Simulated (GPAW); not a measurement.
Runs of GPAW 26.7.0 on MgS. It takes space group F-43m (No. 216, cubic). Conventional cell: a = 5.666 Å, b = 5.666 Å, c = 5.666 Å, α = 90.00°, β = 90.00°, γ = 90.00°. Around S (site symmetry -43m) lie 4 Mg at 2.45 Å. Mg (site symmetry -43m) has 4 S at 2.45 Å as nearest neighbours. The cell comes from a database or a generator and needn't be the stable form of this composition.

```csv
task,level,k mesh,cutoff (eV),smearing,maxiter,convergence,response ecut,response k mesh,response bands,mesh quality,gap on the mesh (eV)
single point,PBE,7 × 7 × 7,650,fermi-dirac 0.05 eV,120,default,-,-,-,not flagged,3.45
dielectric tensor,PBE,7 × 7 × 7,550,fermi-dirac 0.001 eV,150,-,80 eV,20 × 20 × 20,24,not flagged,3.45
one-shot levels on a semilocal density,r2SCAN,5 × 5 × 5,550,fermi-dirac 0.001 eV,150,-,-,-,-,coarse,(a)
hybrid scf,r2SCAN-EpsX,3 × 3 × 3,550,fermi-dirac 0.001 eV,40,-,-,-,-,coarse,5.77
```

Alike in all rows: potentials or basis GPAW PAW data sets (gpaw-data 1.2.1), pw; no spin polarisation; cell as given.

Question: Estimate the missing entries.

Answer: (a) 4.13.

Caveats: some runs use coarse meshes; the long-wavelength limit can be off by a per cent or two (some runs); energy and the plain gap are those of the semilocal run (some runs); the hybrids' values are one shot on its orbitals and mesh (some runs); exact exchange converges slowly with the k mesh, and this mesh is small (some runs); the scaled meta-GGA exchange is a class typed in the script (some runs).

A k mesh can miss the band edges.
